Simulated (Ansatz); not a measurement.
# Au under changes of volume

One of the cells (19.549 Å³/atom); the others are scaled copies at fixed shape and fractional positions:

```
Au
1.0
     2.81549    0.00000    0.00000
    -0.01296    2.82018    0.00000
    -1.13789   -1.18541    4.92401
Au
2
Direct
  0.67286 0.66596 0.27405
  0.32714 0.33404 0.72594
```

This isn't the form of Au at room conditions, which is fcc.

| Quantity | Value |
| --- | --- |
| Program | Ansatz 0.2.0 |
| Functional | PBE |
| Potentials or basis | Ansatz PAW |
| Cutoff | 420 eV (not typed: the program's choice for these potentials) |
| k mesh | 10 × 10 × 6 |
| Occupations | fermi-dirac, width 0.05 eV |
| Spin | no spin polarisation |

```csv
volume (Å³/atom),energy over the lowest point (meV/atom),pressure (GPa),largest force (eV/Å)
18.376,23.43,7.8,0.081
18.767,8.47,4.5,0.060
19.158,1.00,1.7,0.052
19.549,0.00,-0.8,0.057
19.940,4.62,-2.9,0.070
20.331,?,?,?
20.722,27.88,-6.4,0.099
```

Question: What does the run at 20.331 Å³/atom give?

Answer: Energy over the lowest point 14.13 meV/atom; pressure -4.8 GPa; largest force 0.085 eV/Å.

Worked out: A Birch-Murnaghan fit of order 3 (a polynomial in V^(-2/3)) to the other rows has its minimum at 19.42 Å³/atom with B0 = V·E''(V) = 120 GPa and B' = 6.0 at fixed shape and positions, which overstates the stiffness. It gives 14.14 meV/atom at 20.331 Å³/atom, against the run's 14.13, and -dE/dV = -4.8 GPa, against -4.8.

Energies are extrapolated to zero smearing.
